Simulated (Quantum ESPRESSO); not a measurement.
**I: single point with PBE**

I:

```
I
1.0
    -2.08938    2.08938    2.08938
     2.08938   -2.08938    2.08938
     2.08938    2.08938   -2.08938
I
1
Direct
  0.00000 0.00000 0.00000
```

The real solid is made of molecules; this cell is a model form.

* Program: Quantum ESPRESSO 7.5
* Task: single point
* Functional: PBE
* Potentials or basis: SSSP 1.3 efficiency PBE
* Cutoff: 748 eV
* Density cutoff: 5987 eV
* k mesh: 9 × 9 × 9
* Occupations: fermi-dirac, width 0.05 eV
* Spin: no spin polarisation
* Mixing beta: 0.5
* Most SCF iterations: 120
* SCF threshold: 2e-10 Ry

The pressure is -0.3 GPa and the band gap on the k mesh is none (metal or under the smearing width).

Levels at points of the mesh, in eV from the Fermi level:
| k point | band 2 | band 3 | band 4 | band 5 | band 6 | band 7 |
| --- | --- | --- | --- | --- | --- | --- |
| (0.00, 0.00, 0.00) | 0.80 | 0.80 | 0.80 | 6.84 | 9.82 | 9.82 |

Wall time 6.3 s on 1 thread of Intel(R) Xeon(R) Platinum 8488C (Sapphire Rapids), with other jobs on the host, peak memory 0.08 GiB.

Caveat: an odd number of electrons without spin polarisation forces a metal; a magnetic or distorted state may lie lower. Spin-orbit coupling is left out, which matters for the levels of I.
